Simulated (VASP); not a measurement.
Write the native input for VASP 6.6.1 that does the following.

```yaml
Task: relaxation of cell and atoms
Functional: PBE
Potentials_or_basis: VASP PAW PBE potentials, release 64 (Pt, Se)
Cutoff: 600 eV
k_mesh: 4 × 4 × 4
Occupations: gaussian, width 0.1 eV
Spin: no spin polarisation
Dipole_correction: no
Further_INCAR_settings: ALGO = Normal; EDIFF = 1e-06; IBRION = 2; EDIFFG = -0.04; NSW = 90; ISIF = 3
```

The structure of PtSe2 lies in POSCAR:

```
PtSe2
1.0
   -3.4806046260      3.4806046260      2.8972593184
    3.4806046260     -3.4806046260      2.8972593184
    3.4806046260      3.4806046260     -2.8972593184
Pt Se
2 4
Direct
    0.2500000000      0.2500000000      0.0000000000
    0.7500000000      0.7500000000      0.0000000000
    0.6670000000      0.1670000000      0.8340000000
    0.1670000000      0.3330000000      0.5000000000
    0.3330000000      0.8330000000      0.1660000000
    0.8330000000      0.6670000000      0.5000000000
```

The cell was built by a generator and needn't be a form met in nature.

These files were run (other wordings do the same):

INCAR

```
PREC     = Accurate       # precision mode
ENCUT    = 600            # plane-wave cutoff, eV
EDIFF    = 1E-6           # SCF threshold, eV
ISMEAR   = 0              # smearing method
SIGMA    = 0.1            # smearing width, eV
LREAL    = False          # projectors in reciprocal space
LASPH    = True           # aspherical terms in the spheres
NELM     = 100            # most SCF steps
ALGO     = Normal         # electronic algorithm
ISIF     = 3              # what is computed and relaxed
LWAVE    = False          # write WAVECAR
LCHARG   = False          # write CHGCAR
GGA      = PE             # functional
IBRION   = 2              # ionic algorithm
NSW      = 90             # ionic steps
EDIFFG   = -0.04          # ionic threshold
```

KPOINTS

```
regular mesh
0
Gamma
  4 4 4
```

Potentials or basis: VASP PAW PBE potentials, release 64 (Pt, Se).

Command:

```console
$ cat potpaw_PBE.64/Pt/POTCAR potpaw_PBE.64/Se/POTCAR > POTCAR
$ mpirun -np 1 vasp_std > vasp.out
```

Results of the run:

```
Relaxed volume                         : 19.52 Å³/atom
Relaxed cell                           : a = 5.360 Å, b = 5.360 Å, c = 5.360 Å, α = 113.25°, β = 113.25°, γ = 102.15°
Space group after relaxing (to 0.05 Å) : I4/mcm (No. 140)
Energy gained by relaxing              : 327.1 meV/atom
Ionic steps                            : 18
Pressure after relaxing                : 0.0 GPa
Largest force after relaxing           : 0.011 eV/Å
Band gap on the k mesh                 : none (metal or under the smearing width)
```

Caveat: the volume moved by over 15 % at a fixed basis, so the end points are rough.

It took 13 min on 1 thread of Intel(R) Xeon(R) Platinum 8375C CPU @ 2.90GHz (Ice Lake) (shared host), peak memory 0.36 GiB.
